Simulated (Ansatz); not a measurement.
**Ta: tetragonal deformation path**

Method: Ansatz 0.2.0, DFT PBE, scalar-relativistic, plane waves, PAW. Cutoff 420 eV, Γ-centred 28×28×28 k-points, Gaussian smearing of 0.15 eV. Spin–orbit coupling is left out, which can shift energies with elements as heavy as these. No spin polarisation. Energies are free energies at this smearing, counted from the undisturbed cell; pressure is positive in compression.

Reference structure (relaxed at this level; this fcc form isn't the usual structure):

```yaml
crystal:
  lattice:
    - [0.00000, 2.11151, 2.11151]
    - [2.11151, 0.00000, 2.11151]
    - [2.11151, 2.11151, 0.00000]
  atoms:
    - { symbol: Ta, position: [0.00000, 0.00000, 0.00000] }
```

At fixed volume and fractional coordinates, lengths along (0.000, 0.000, 1.000) are scaled against those across it; ρ is that ratio over its starting value. The cell is metallic on the mesh throughout. At ρ = 0.707 the cell becomes cubic (Im-3m), and there the slope of the energy vanishes by symmetry.

(ρ, ΔE (meV/atom)): (0.650, -207.3), (0.707, -230.9), (0.780, -196.6), (0.850, -121.1), (0.920, -38.7), (0.960, -8.6), (1.050, -10.1), (1.100, -35.5), (1.200, -72.4), (1.300, -35.0), (1.414, 112.8), (1.500, 289.4)

Cost: 13 runs of about 2.9 core-minutes in all, on Intel Xeon Platinum 8488C (Sapphire Rapids) (shared hosts).